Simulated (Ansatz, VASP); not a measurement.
**One calculation of Ru, two programs**

File INCAR:

```
PREC     = Accurate       # precision mode
ENCUT    = 520            # plane-wave cutoff, eV
EDIFF    = 1E-6           # SCF threshold, eV
ISMEAR   = 0              # smearing method
SIGMA    = 0.15           # smearing width, eV
LREAL    = False          # projectors in reciprocal space
LASPH    = True           # aspherical terms in the spheres
NELM     = 60             # most SCF steps
ALGO     = Fast           # electronic algorithm
ISIF     = 2              # what is computed and relaxed
LWAVE    = False          # write WAVECAR
LCHARG   = False          # write CHGCAR
GGA      = PS             # functional
NBANDS   = 21             # bands
```

File KPOINTS:

```
regular mesh
0
Gamma
  18 18 10
```

The input POSCAR:

```
Ru
1.0
    2.6520000000      0.0000000000      0.0000000000
   -1.3260000000      2.2966993709      0.0000000000
    0.0000000000      0.0000000000      4.6606000000
Ru
2
Direct
    0.3333333333      0.6666666667      0.2500000000
    0.6666666667      0.3333333333      0.7500000000
```

Input for Ansatz:

```yaml
crystal:
  lattice:
    - [2.652, 0.0, 0.0]
    - [-1.326, 2.2966993709, 0.0]
    - [0.0, 0.0, 4.6606]
  atoms:
    - { symbol: Ru, position: [0.3333333333, 0.6666666667, 0.25] }
    - { symbol: Ru, position: [0.6666666667, 0.3333333333, 0.75] }
basis:
  ecutwfc: 420
kpoints:
  mp_grid: { grid: [18, 18, 10] }
hamiltonian:
  xc: pbesol
  pseudopotentials: { kind: paw, azcp: { folder: soft_1 } }
scf:
  occupations: { method: gaussian, width: 0.15 }
output:
  forces: true
  stress: true
  eigenvalues: true
```

Alike in both runs: task single point; functional PBEsol; k mesh 18 × 18 × 10; occupations gaussian, width 0.15 eV; no spin polarisation.

|  | VASP | Ansatz |
| --- | --- | --- |
| version | VASP 6.6.1 | Ansatz 0.2.0 |
| potentials or method | VASP PAW PBE potentials, release 64 (Ru_pv) | scalar-relativistic, plane waves, PAW |
| plane-wave cutoff (eV) | 520 | 420 |
| valence electrons in the cell | 28 | 32 |

Ansatz gave:

| Item | Value |
| --- | --- |
| gap on the k mesh at the Fermi level (eV) | none |
| pressure (GPa) | -16.0 |
| largest component of the traceless stress (GPa) | 29.00 |

Q: Estimate VASP's values.

A: gap on the k mesh at the Fermi level (eV): none; pressure (GPa): -16.0; largest component of the traceless stress (GPa): 28.94.

A gap of «none» marks a metal or a gap that the smearing closes. With one functional, cell and mesh, what is left measures potentials, basis and numerics. The two sets of potentials don't hold the same shells in valence. Ansatz warned: «pseudo_functional_mismatch».

Caveats: so large a pressure means that the cell lies far from this level's equilibrium, or that cutoff or potentials fall short (VASP); the potentials were made for another functional, which shifts forces and pressure (VASP).
